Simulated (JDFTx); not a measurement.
**GaN and the effect of the functional**

It takes space group F-43m (No. 216, cubic). Conventional cell: a = 4.507 Å, b = 4.507 Å, c = 4.507 Å, α = 90.00°, β = 90.00°, γ = 90.00°. Around Ga (site symmetry -43m) lie 4 N at 1.95 Å. N (site symmetry -43m) is surrounded by 4 Ga at 1.95 Å.

Kept alike: task single point; k mesh 6 × 6 × 6; occupations fermi-dirac, width 0.05 eV; no spin polarisation. Program: JDFTx, SG15-PBE-1.2 with smoothed tails, cutoff 1361 eV. The mesh is that of the run's cell of 2 atoms. No spin-orbit coupling.

| functional | band gap (eV) | pressure (GPa) |
| --- | --- | --- |
| LDA | 1.540 | -6.01 |
| PBEsol | 1.653 | -1.28 |
| r2SCAN | 1.868 | -3.71 |

The k mesh is coarse, so the values aren't converged. Pressure is positive in compression; the values hold the error of the finite cutoff, so their zero can differ a little from the energy's minimum. A gap read on the mesh alone can miss an edge between its points. All rows use potentials made for PBE.

The band gap runs from 1.540 (LDA) to 1.868 eV (r2SCAN). Measured: 3.299 eV (a printed reference work); nearest r2SCAN, 1.431 eV off. Semilocal gaps fall short of quasiparticle gaps. The pressure runs from -6.01 (LDA) to -1.28 GPa (PBEsol). A positive pressure means that the functional's own cell is larger than the one given, a negative one that it is smaller.
